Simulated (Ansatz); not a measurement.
# Co (P-3m1) in Ansatz: a series of runs, part 2 of 2

Ansatz 0.2.0.

## 3. Relaxation of cell and atoms, BLYP+D3(BJ), collinear spin, ferromagnetic start

input.yaml

```yaml
crystal:
  lattice:
    - [2.4873648738, 0.0, 0.0]
    - [-1.2436824369, 2.1541211692, 0.0]
    - [0.0, 0.0, 4.0632895034]
  atoms:
    - { symbol: Co, position: [0.3333333333, 0.6666666667, 0.740139], spin: 2.0 }
    - { symbol: Co, position: [0.6666666667, 0.3333333333, 0.259861], spin: 2.0 }
hamiltonian:
  xc: blyp
  pseudopotentials: { kind: paw }
  dispersion: d3bj
magnetization:
  spin_polarized: true
kpoints:
  mp_grid: { grid: [12, 12, 7] }
scf:
  occupations: { method: fermi_dirac, width: 0.05 }
output:
  forces: true
  stress: true
  eigenvalues: true
  write_density: true
  write_potential: true
  elf: true
  volumetric_format: npy
relax:
  f_tol: 0.01
  max_steps: 40
  cell: { stress_tol: 0.05 }
```

Potentials or basis: Ansatz PAW.

Started as:

```bash
$ ansatz run input.yaml --threads 2 --pin off --max-ram 5632MiB --backend cpu --events-out ev --progress --plain --runs-dir out
```

The program printed:

```text
Warning: RAYON_NUM_THREADS=2 ignored (pool sized by the plan → 2); use --threads N
Engine: ansatz 0.2.0, x86_64-unknown-linux-gnu
Pseudopotentials: kind: paw
Pseudopotential: Co, paw, valence charge 17, recommended cutoff 420 eV (normal), Co.paw.azcp
Functional definition: BLYP
  parameter beta = 0.0042
  parameter a = 0.04918
  parameter b = 0.132
  parameter c = 0.2533
  parameter d = 0.349
  exchange = b88_x(beta = beta)
  correlation = lyp_c(a = a, b = b, c = c, d = d)
Crystal: 2 atoms, lattice volume = 21.771 Å³
Basis set: ecut = 420 eV, 391 PW (Γ), exchange–correlation on 36×36×60 points (8 copies of the dense FFT grid, shifted against one another)
Bands: 23, of which v1, the nominal top of the filled ones, is band 17 counted from 1 (16 counted from 0)
Symmetry: 12 space group operations
Space group: P-3m1 (ITA 164), of the structure as read, at distance tolerance 2.8e-5 Å
Magnetic group: BNS 164.85 (UNI 1315), of the structure as read, at distance tolerance 2.8e-5 Å
k-points: 112 of 1008
Non-local potential: Co, projectors of the file, l = 0: 3, l = 1: 2, l = 2: 3, l = 3: 1
PAW form: soft (Blöchl's): semilocal exchange-correlation on the pseudo side does not see the compensation charge
PAW frozen core: Co, regenerated for the run's functional, and the local potential with it (the file was generated under x = pbe(κ = 0.804, μ = 0.2195149727645171), c = pbe(β = 0.06672455060314922))
PAW one-centre angular grid: Co, 590 points (default); XC on 64 Gauss nodes
Initial density: superposition of atomic densities (chi_scale 0.1, normalization cell)
Starting moments: Σ|m| = 4 μB on 2 of 2 sites
Initial wavefunctions: pseudopotential atomic-orbital guess
Functional: x = b88, c = lyp
SCF iter   1: F=—  HF=-10269.082092 eV  |F-HF|=—  |Δ(HF+E_count)|=         —  Δρ=7.75e-2 (↑3.31e-2 ↓7.75e-2)  dr2=1.48e0  dr2_m=1.24e-1  M=3.581 μB ∫|m|=3.755 μB  β_m=0.30  ethr=3.10e-3  ⟨swp⟩=5.6  Hψ=19538  notcnv=0
Mixer restart at iter 1: flushing history
preconditioner: auto → none  [metal: Δε(μ)=0.020 eV  Ē_g=9.185 eV  σ=0.050 eV  W_gap=0.10  n_scr=8 (ndim 8)  ℏωp=33.8 eV  f_vac=0.000  D(μ)=1.22/eV (n_scr^D=10)  sad-step TF]
SCF iter   2: F=—  HF=-10268.811471 eV  |F-HF|=—  |Δ(HF+E_count)|=   2.71e-1  Δρ=2.77e-2 (↑1.40e-2 ↓2.77e-2)  dr2=9.02e-2  dr2_m=7.51e-2  M=3.548 μB ∫|m|=3.754 μB  β_m=0.35  ethr=3.10e-3  ⟨swp⟩=2.5  Hψ=9183  notcnv=0  defer=129
SCF iter   3: F=—  HF=-10269.519909 eV  |F-HF|=—  |Δ(HF+E_count)|=         —  Δρ=1.10e-2 (↑1.10e-2 ↓1.07e-2)  dr2=1.93e-2  dr2_m=1.31e-2  M=3.396 μB ∫|m|=3.626 μB  β_m=0.35  ethr=2.65e-4  ⟨swp⟩=2.1  Hψ=8257  notcnv=0  defer=129
Mixer restart at iter 3: flushing history
SCF iter   4: F=—  HF=-10269.914620 eV  |F-HF|=—  |Δ(HF+E_count)|=   3.95e-1  Δρ=1.02e-2 (↑6.81e-3 ↓1.02e-2)  dr2=1.29e-2  dr2_m=9.75e-3  M=3.341 μB ∫|m|=3.589 μB  β_m=0.67  ethr=5.68e-5  ⟨swp⟩=2.4  Hψ=9143  notcnv=0  defer=129
SCF iter   5: F=—  HF=-10270.323257 eV  |F-HF|=—  |Δ(HF+E_count)|=   4.09e-1  Δρ=8.86e-3 (↑3.18e-3 ↓8.86e-3)  dr2=1.19e-2  dr2_m=5.24e-3  M=3.254 μB ∫|m|=3.530 μB  β_m=0.51  ethr=3.81e-5  ⟨swp⟩=2.2  Hψ=10902  notcnv=0  defer=113
SCF iter   6: F=—  HF=-10270.388600 eV  |F-HF|=—  |Δ(HF+E_count)|=   6.53e-2  Δρ=1.19e-2 (↑1.19e-2 ↓8.08e-3)  dr2=4.53e-2  dr2_m=1.06e-3  M=3.224 μB ∫|m|=3.505 μB  β_m=0.52  ethr=3.49e-5  ⟨swp⟩=2.1  Hψ=10776  notcnv=0  defer=88
SCF iter   7: F=—  HF=-10270.377383 eV  |F-HF|=—  |Δ(HF+E_count)|=   1.12e-2  Δρ=1.93e-3 (↑1.93e-3 ↓3.48e-4)  dr2=4.63e-4  dr2_m=1.92e-4  M=3.214 μB ∫|m|=3.498 μB  β_m=0.76  ethr=3.49e-5  ⟨swp⟩=2.8  Hψ=10986  notcnv=0  defer=76
SCF iter   8: F=—  HF=-10270.377445 eV  |F-HF|=—  |Δ(HF+E_count)|=   6.21e-5  Δρ=9.66e-4 (↑9.66e-4 ↓5.34e-4)  dr2=2.89e-4  dr2_m=1.03e-5  M=3.210 μB ∫|m|=3.493 μB  β_m=0.79  ethr=1.36e-6  ⟨swp⟩=2.1  Hψ=6402  notcnv=0  defer=76
SCF iter   9: F=—  HF=-10270.377418 eV  |F-HF|=—  |Δ(HF+E_count)|=   2.70e-5  Δρ=2.25e-4 (↑2.25e-4 ↓1.34e-4)  dr2=5.10e-5  dr2_m=1.19e-6  M=3.210 μB ∫|m|=3.493 μB  β_m=0.63  ethr=8.50e-7  ⟨swp⟩=2.0  Hψ=6917  notcnv=0  defer=76
[... 93 lines left out ...]
SCF iter   6: F=—  HF=-10270.411569 eV  |F-HF|=—  |Δ(HF+E_count)|=  1.93e-10  Δρ=2.98e-7 (↑1.67e-7 ↓2.98e-7)  dr2=1.73e-11  dr2_m=1.49e-12  M=3.122 μB ∫|m|=3.396 μB  β_m=0.78  ethr=1.00e-12  ⟨swp⟩=2.1  Hψ=7261  notcnv=0
SCF iter   7: F=-10270.411569 eV  HF=-10270.411569 eV  |F-HF|=1.82e-12  |Δ(HF+E_count)|=  3.64e-12  Δρ=7.28e-8 (↑4.05e-8 ↓7.28e-8)  dr2=8.85e-13  dr2_m=1.14e-13  M=3.122 μB ∫|m|=3.396 μB  ethr=1.00e-12  ⟨swp⟩=4.0  Hψ=20542  notcnv=0
SCF 8 converged in 7 iterations: F = -10270.411569 eV  dr2 = 8.85e-13
relax step   8: F+E_penalty+E_count = -10270.41156877 eV  Δ(F+E_penalty+E_count) = +5.267e-6 eV  max|allowed force component| = 1.007e-4 eV/Å  Δτ_max = 0.0000 Å  P = +0.000 GPa  Ω = 21.156 Å³  stress off target by 1.38e-4 GPa  SCF on the basis re-selected at this cell (its energy is not comparable with the rows above)  (7 SCF iters)
basis re-selected at this cell: Δ(F+E_penalty+E_count) = +5.267e-6 eV, ΔP = -0.000 GPa vs the last step (what re-selecting the basis moved, of the pressure what is left beyond the Pulay correction that the steps carried, after the strain that the cell walked since its last selection, with what the two solves' SCF thresholds leave and, on support functions, any second-order correction that the steps lacked; it is no measure of the basis error at this ecutwfc). This SCF's stress stands 1.38e-4 GPa from its target on what of the cell is left free (relax.cell.stress_tol is 5.00e-2 GPa) and its largest allowed force component is 1.01e-4 eV/Å (relax.f_tol is 1.00e-2 eV/Å): within both
SCF converged after 7 iterations
Magnetization: 3.1221 μB (18.5610 up, 15.4390 down)
Absolute magnetization: 3.3970 μB (∫|ρ↑−ρ↓|, with the PAW one-centre terms)
Spin contamination: 0.0461 ħ² per cell (⟨S²⟩ above its minimum at these occupations)
Per-site moments (μB) at R_I (Å): [(1.6246091890660852, 1.0119568596774784), (1.624609189066085, 1.0119568596774784)]
Free energy (F): -10270.411569 eV
Harris-Foulkes:  -10270.411569 eV  (|F-HF|=1.82e-12)
Internal energy: -10270.395563 eV  (E = F + TS)
E sigma→0 (E₀):  -10270.403566 eV
Entropy (-TS):   -0.016006 eV (-8.003 meV/atom)
Fermi energy:    19.693079 eV
--- Per-component energies (eV) ---
  E_band       = -451.291094
  E_kinetic    = 910.566783
  E_local      = -5602.413882  (includes V_loc(G=0)·N_el)
  E_nonlocal   = 908.292567
  E_hartree    = 2359.347877
  E_xc         = -315.486379
  E_vxc        = -405.835639  (∫ρ·V_xc dr)
  E_paw        = -3053.689527  (= ΣΔE_a)
  E_vpaw       = -980.596728  (= ΣTr[D̂ρ^β])
  E_aug_tail   = 0.000137  (compensation charges beyond the density's cutoff)
  E_ewald      = -5475.069507
  E_disp       = -1.957812  (pairwise vdW)
  E_core_change = 0.014181  (= ΣΔE_core)
  E_smearing   = -0.016006  (= −TS)
  E_closure    = -0.000000  (closes the sum)
  Σ components = -10270.411569   (vs F -10270.411569, Δ=0.00e0)
--- Forces (eV/Å), atoms counted from 1 ---
  atom   1  Co     0.00000000    -0.00000000     0.00010073
  atom   2  Co    -0.00000000     0.00000000    -0.00010073
  max |Σ_I F_I| component: 4.63e-18 eV/Å
--- Stress (GPa, compression-positive) ---
        0.000137       0.000000       0.000000
        0.000000       0.000137       0.000000
        0.000000       0.000000      -0.000138
  P = ⅓ Tr σ = 0.0000 GPa (0.000 kbar)
--- Band table (eV; the first three rows and the last of 224) ---
  k-point 0 ↑: bands = ["-76.1203", "-76.0541", "-39.6330", "-39.3228", "-39.3228", "-39.2689", "-39.2689", "-39.2647", "10.7079", "14.4714", "17.0958", "17.1015", "17.1015", "17.4328", "17.4328", "17.7850", "17.7850", "18.9654", "18.9654", "19.8024", "26.3495", "42.0132", "44.2589"]
  k-point 1 ↑: bands = ["-76.1171", "-76.0573", "-39.6150", "-39.3201", "-39.3201", "-39.2832", "-39.2716", "-39.2716", "10.9193", "14.4354", "17.0405", "17.0447", "17.0447", "17.3736", "17.3736", "17.9195", "17.9195", "18.9537", "18.9537", "18.9994", "27.5564", "41.9323", "43.9218"]
  k-point 2 ↑: bands = ["-76.1079", "-76.0666", "-39.5646", "-39.3350", "-39.3127", "-39.3127", "-39.2790", "-39.2790", "11.5323", "14.2051", "16.9029", "16.9772", "16.9772", "17.2325", "17.2325", "17.6676", "18.2034", "18.2034", "18.8932", "18.8932", "30.2048", "40.3483", "42.2952"]
  k-point 111 ↓: bands = ["-74.0474", "-74.0474", "-37.6312", "-37.6312", "-37.5646", "-37.5378", "-37.3931", "-37.3931", "16.9968", "17.0412", "17.0412", "17.0980", "17.9515", "17.9515", "19.3698", "19.6324", "20.7874", "20.7874", "26.2452", "26.2452", "27.4350", "28.7177", "30.2372"]
--- Relaxed structure (6 steps of the walk, 6 accepted, 2 SCFs on fresh bases) ---
  F+E_penalty+E_count = -10270.41156877 eV   max|allowed force component| = 1.007e-4 eV/Å   (the final SCF, on the basis selected at the relaxed cell)
  cell:  # Å, volume = 21.1562 Å³
    - [2.4749075075140228, -1.140163054961457e-33, -4.319124040605083e-18]
    - [-1.2374537537570114, 2.14333277352397, 2.159562020302545e-18]
    - [-7.05559990932446e-18, 5.79196891933904e-33, 3.988312716256606]
  atoms:
    - { symbol: Co, position: [0.33333333333333337, 0.6666666666666667, 0.7499984073426049] }
    - { symbol: Co, position: [0.6666666666666665, 0.33333333333333337, 0.25000159265739524] }
```

v_z.tsv:

```text
# z_ang	v_es[eV]	v_tot_up[eV]	v_tot_dn[eV]
# format = ansatz-planar-average/11
# xc	blyp
# density_cutoff_ev	1680
# datasets	Co=:simpson_from_first_knot:soft:shift=-622422
# lattice	2.474907508	-0.000000000	-0.000000000
# lattice	-1.237453754	2.143332774	0.000000000
# lattice	-0.000000000	0.000000000	3.988312716
# sites	2
# site	27	-0.000000000	1.428888516	2.991228185
# site	27	1.237453754	0.714444258	0.997084531
0.000000	1.798914e1	8.318203e0	7.989851e0
0.147715	1.693783e1	6.912261e0	6.656878e0
0.295431	1.389285e1	2.930783e0	2.877790e0
0.443146	9.515135e0	-2.700973e0	-2.563956e0
0.590861	4.967109e0	-8.626813e0	-8.408129e0
0.738576	1.252092e0	-1.363792e1	-1.340766e1
[... 19 lines left out ...]
3.692882	1.389285e1	2.930783e0	2.877790e0
3.840597	1.693783e1	6.912261e0	6.656878e0
```

Run time: 71 s. Hardware: 2 threads of Intel Xeon at 2.50GHz (Skylake/Cascade Lake), shared host; peak memory 0.43 GiB.

What came out:

```
Free energy                            : -10270.4116 eV
Relaxed volume                         : 10.58 Å³/atom
Relaxed cell                           : a = 2.475 Å, b = 2.475 Å, c = 3.988 Å, α = 90.00°, β = 90.00°, γ = 120.00°
Space group after relaxing (to 0.05 Å) : P6_3/mmc (No. 194)
Energy gained by relaxing              : 17.1 meV/atom
Ionic steps                            : 8
Pressure after relaxing                : 0.0 GPa
Band gap on the k mesh                 : none (metal or under the smearing width)
Net moment                             : 3.12 μB per cell
Absolute moment                        : 3.40 μB per cell
Site moments                           : Co +1.62 μB
```

Step by step:
| step | energy change (eV) | largest force (eV/Å) | volume (Å³) |
| --- | --- | --- | --- |
| 1 | 0.0000 | 0.5265 | 21.77 |
| 2 | -0.0206 | 0.3973 | 21.45 |
| 3 | -0.0342 | 0.0544 | 21.09 |
| 4 | -0.0348 | 0.0001 | 21.16 |
| 5 | -0.0348 | 0.0000 | 21.16 |
| 6 | -0.0342 | 0.0000 | 21.16 |
| 7 | -0.0342 | 0.0000 | 21.16 |
| 8 | -0.0342 | 0.0001 | 21.16 |

Final structure:
```cif
data_structure
_symmetry_space_group_name_H-M 'P 1'
_symmetry_Int_Tables_number 1
_cell_length_a 2.4749
_cell_length_b 2.4749
_cell_length_c 3.9883
_cell_angle_alpha 90.000
_cell_angle_beta 90.000
_cell_angle_gamma 120.000
_cell_volume 21.16
loop_
_atom_site_label
_atom_site_type_symbol
_atom_site_fract_x
_atom_site_fract_y
_atom_site_fract_z
_atom_site_occupancy
Co1 Co 0.33333 0.66667 0.75000 1
Co2 Co 0.66667 0.33333 0.25000 1
```

Levels at points of the mesh, in eV from the Fermi level:
Spin up:
```csv
k point,band 15,band 16,band 17,band 18,band 19,band 20,band 21,band 22,band 23
"(0.00, 0.00, 0.00)",-2.26,-1.91,-1.91,-0.73,-0.73,0.11,6.66,22.32,24.57
"(0.00, -0.50, 0.00)",-2.15,-0.60,-0.48,-0.44,1.48,3.50,9.98,10.56,13.22
```
Spin down:
```
            k point  band 11  band 12  band 13  band 14  band 15  band 16  band 17  band 18  band 19  band 20
 (0.00, 0.00, 0.00)    -1.04    -1.04    -1.04    -0.65    -0.65    -0.24    -0.24     0.11     1.07     1.07
(0.00, -0.50, 0.00)    -3.35    -1.79    -1.22    -1.07    -0.65     1.20     1.35     1.38     2.68     4.47
```

Caveat: the plane-wave basis is chosen anew once the cell has moved, so the energies of steps on either side of that aren't comparable; pairwise dispersion overbinds metals, which lowers pressure and volume; the PAW data sets come from PBE, with cores solved anew for the run's functional, which leaves a small shift of forces and pressure.

## 4. Relaxation of cell and atoms, revPBE, collinear spin, ferromagnetic start

Edit input.yaml of step 3 so:

```diff
@@ -9,5 +9,4 @@
 hamiltonian:
-  xc: blyp
+  xc: revpbe
   pseudopotentials: { kind: paw }
-  dispersion: d3bj
 magnetization:
@@ -22,6 +21,2 @@
   eigenvalues: true
-  write_density: true
-  write_potential: true
-  elf: true
-  volumetric_format: npy
 relax:
```

Started as:

```bash
$ ansatz run input.yaml --threads 2 --pin off --max-ram 5632MiB --backend cpu --events-out ev --progress --plain --runs-dir out
```

Run time: 60 s. Hardware: 2 threads of Intel Xeon at 2.50GHz (Skylake/Cascade Lake), shared host; peak memory 0.41 GiB.

The run converged. Its results:

```yaml
Free_energy: -10259.2746 eV
Relaxed_volume: 11.10 Å³/atom
Relaxed_cell: a = 2.514 Å, b = 2.514 Å, c = 4.056 Å, α = 90.00°, β = 90.00°, γ = 120.00°
Space_group_after_relaxing_to_0.05_Å: P6_3/mmc (No. 194)
Energy_gained_by_relaxing: 13.2 meV/atom
Ionic_steps: 7
Pressure_after_relaxing: 0.0 GPa
Band_gap_on_the_k_mesh: none (metal or under the smearing width)
Net_moment: 3.31 μB per cell
Absolute_moment: 3.67 μB per cell
Site_moments: Co +1.74 μB
```

The path:
| step | energy change (eV) | largest force (eV/Å) | volume (Å³) |
| --- | --- | --- | --- |
| 1 | 0.0000 | 0.5090 | 21.77 |
| 2 | -0.0138 | 0.3596 | 22.00 |
| 3 | -0.0248 | 0.0992 | 22.19 |
| 4 | -0.0258 | 0.0206 | 22.19 |
| 5 | -0.0258 | 0.0008 | 22.20 |
| 6 | -0.0258 | 0.0001 | 22.20 |
| 7 | -0.0264 | 0.0002 | 22.20 |

Final structure:
```cif
data_structure
_symmetry_space_group_name_H-M 'P 1'
_symmetry_Int_Tables_number 1
_cell_length_a 2.5138
_cell_length_b 2.5138
_cell_length_c 4.0561
_cell_angle_alpha 90.000
_cell_angle_beta 90.000
_cell_angle_gamma 120.000
_cell_volume 22.20
loop_
_atom_site_label
_atom_site_type_symbol
_atom_site_fract_x
_atom_site_fract_y
_atom_site_fract_z
_atom_site_occupancy
Co1 Co 0.33333 0.66667 0.75000 1
Co2 Co 0.66667 0.33333 0.25000 1
```

Levels at points of the mesh, in eV from the Fermi level:
Spin up:
```csv
k point,band 15,band 16,band 17,band 18,band 19,band 20,band 21,band 22,band 23
"(0.00, 0.00, 0.00)",-2.31,-1.98,-1.98,-0.90,-0.90,-0.14,6.12,21.53,23.76
"(0.00, -0.50, 0.00)",-2.21,-0.78,-0.68,-0.64,1.17,3.12,9.42,10.04,12.42
```
Spin down:
| k point | band 12 | band 13 | band 14 | band 15 | band 16 | band 17 | band 18 | band 19 |
| --- | --- | --- | --- | --- | --- | --- | --- | --- |
| (0.00, 0.00, 0.00) | -0.89 | -0.89 | -0.53 | -0.53 | -0.26 | -0.13 | -0.13 | 1.08 |
| (0.00, -0.50, 0.00) | -1.91 | -1.06 | -0.98 | -0.56 | 1.20 | 1.34 | 1.37 | 2.48 |

Caveat: the plane-wave basis is chosen anew once the cell has moved, so the energies of steps on either side of that aren't comparable; the PAW data sets come from PBE, with cores solved anew for the run's functional, which leaves a small shift of forces and pressure.

## 5. Relaxation of cell and atoms, BLYP+D4, collinear spin, ferromagnetic start

Edit input.yaml of step 4 so:

```diff
@@ -9,4 +9,5 @@
 hamiltonian:
-  xc: revpbe
+  xc: blyp
   pseudopotentials: { kind: paw }
+  dispersion: d4
 magnetization:
```

Potentials or basis: Ansatz PAW.

Started as:

```bash
$ ansatz run input.yaml --threads 2 --pin off --max-ram 5632MiB --backend cpu --events-out ev --progress --plain --runs-dir out
```

The program printed:

```text
Warning: RAYON_NUM_THREADS=2 ignored (pool sized by the plan → 2); use --threads N
Engine: ansatz 0.2.0, x86_64-unknown-linux-gnu
Pseudopotentials: kind: paw
Pseudopotential: Co, paw, valence charge 17, recommended cutoff 420 eV (normal), Co.paw.azcp
Functional definition: BLYP
  parameter beta = 0.0042
  parameter a = 0.04918
  parameter b = 0.132
  parameter c = 0.2533
  parameter d = 0.349
  exchange = b88_x(beta = beta)
[... 166 lines left out ...]
        0.000193       0.000000      -0.000000
        0.000000       0.000193      -0.000000
       -0.000000      -0.000000      -0.000379
  P = ⅓ Tr σ = 0.0000 GPa (0.000 kbar)
--- Band table (eV; the first three rows and the last of 224) ---
  k-point 0 ↑: bands = ["-76.4131", "-76.3503", "-39.9179", "-39.6221", "-39.6221", "-39.5704", "-39.5704", "-39.5657", "10.4866", "14.2353", "16.8175", "16.8209", "16.8209", "17.1454", "17.1454", "17.4888", "17.4888", "18.6477", "18.6477", "19.5164", "25.9396", "41.6074", "43.7210"]
  k-point 1 ↑: bands = ["-76.4100", "-76.3534", "-39.9007", "-39.6196", "-39.6196", "-39.5835", "-39.5729", "-39.5729", "10.6959", "14.1985", "16.7633", "16.7648", "16.7648", "17.0873", "17.0873", "17.6209", "17.6209", "18.6361", "18.6361", "18.7124", "27.1469", "41.5323", "43.4726"]
  k-point 2 ↑: bands = ["-76.4013", "-76.3622", "-39.8524", "-39.6329", "-39.6124", "-39.6124", "-39.5801", "-39.5801", "11.3036", "13.9659", "16.6285", "16.6983", "16.6983", "16.9487", "16.9487", "17.3865", "17.8998", "17.8998", "18.5767", "18.5767", "29.7876", "39.9159", "41.8701"]
  k-point 111 ↓: bands = ["-74.3239", "-74.3239", "-37.8995", "-37.8995", "-37.8348", "-37.8091", "-37.6725", "-37.6725", "16.7590", "16.7986", "16.7986", "16.8567", "17.6940", "17.6940", "19.0948", "19.3527", "20.4843", "20.4843", "25.8712", "25.8712", "27.0566", "28.3296", "29.7975"]
--- Relaxed structure (7 steps of the walk, 7 accepted, 2 SCFs on fresh bases) ---
  F+E_penalty+E_count = -10270.15553574 eV   max|allowed force component| = 6.416e-5 eV/Å   (the final SCF, on the basis selected at the relaxed cell)
  cell:  # Å, volume = 21.4298 Å³
    - [2.485879179032278, -1.1437372338171355e-34, -2.782585219136033e-18]
    - [-1.242939589516139, 2.1528345197807575, 1.3912926095680245e-18]
    - [-4.5455531805179065e-18, 1.0845345027895431e-32, 4.004302437886196]
  atoms:
    - { symbol: Co, position: [0.3333333333333333, 0.6666666666666666, 0.7499988921955154] }
    - { symbol: Co, position: [0.6666666666666666, 0.3333333333333333, 0.250001107804485] }
```

Wall time 79 s (2 threads of Intel Xeon at 2.50GHz (Skylake/Cascade Lake), shared host); peak memory 0.42 GiB.

Results:

```yaml
Free_energy: -10270.1555 eV
Relaxed_volume: 10.71 Å³/atom
Relaxed_cell: a = 2.486 Å, b = 2.486 Å, c = 4.004 Å, α = 90.00°, β = 90.00°, γ = 120.00°
Space_group_after_relaxing_to_0.05_Å: P6_3/mmc (No. 194)
Energy_gained_by_relaxing: 13.1 meV/atom
Ionic_steps: 9
Pressure_after_relaxing: 0.0 GPa
Band_gap_on_the_k_mesh: none (metal or under the smearing width)
Net_moment: 3.16 μB per cell
Absolute_moment: 3.44 μB per cell
Site_moments: Co +1.64 μB
```

The path:
| step | energy change (eV) | largest force (eV/Å) | volume (Å³) |
| --- | --- | --- | --- |
| 1 | 0.0000 | 0.5261 | 21.77 |
| 2 | -0.0140 | 0.3912 | 21.59 |
| 3 | -0.0262 | 0.0360 | 21.44 |
| 4 | -0.0266 | 0.0005 | 21.43 |
| 5 | -0.0266 | 0.0004 | 21.44 |
| 6 | -0.0262 | 0.0000 | 21.44 |
| 7 | -0.0262 | 0.0001 | 21.43 |
| 8 | -0.0262 | 0.0001 | 21.43 |
| 9 | -0.0262 | 0.0001 | 21.43 |

Final structure:
```
CELL_PARAMETERS angstrom
2.48588 0.00000 0.00000
-1.24294 2.15283 0.00000
0.00000 0.00000 4.00430
ATOMIC_POSITIONS crystal
Co 0.33333 0.66667 0.75000
Co 0.66667 0.33333 0.25000
```

Caveat: the plane-wave basis is chosen anew once the cell has moved, so the energies of steps on either side of that aren't comparable; pairwise dispersion overbinds metals, which lowers pressure and volume; the PAW data sets come from PBE, with cores solved anew for the run's functional, which leaves a small shift of forces and pressure.

## 6. The runs side by side

| level | gap on the mesh (eV) | pressure (GPa) | moment (μB) | relaxed volume (Å³/atom) |
| --- | --- | --- | --- | --- |
| LDA | none | 0.0 | 2.98 | 10.00 |
| BLYP+D3(BJ) | none | 0.0 | 3.12 | 10.58 |
| revPBE | none | 0.0 | 3.31 | 11.10 |
| BLYP+D4 | none | 0.0 | 3.16 | 10.71 |

Alike in all rows: task relaxation of cell and atoms; potentials or basis Ansatz PAW; spin collinear, ferromagnetic start; cell relaxed; k mesh 12 × 12 × 7; cutoff (eV) 420; smearing fermi-dirac 0.05 eV.

Caveats: the plane-wave basis is chosen anew once the cell has moved, so the energies of steps on either side of that aren't comparable; the PAW data sets come from PBE, with cores solved anew for the run's functional, which leaves a small shift of forces and pressure; pairwise dispersion overbinds metals, which lowers pressure and volume (some runs).

Absolute energies hang on the potentials; compare differences alone.
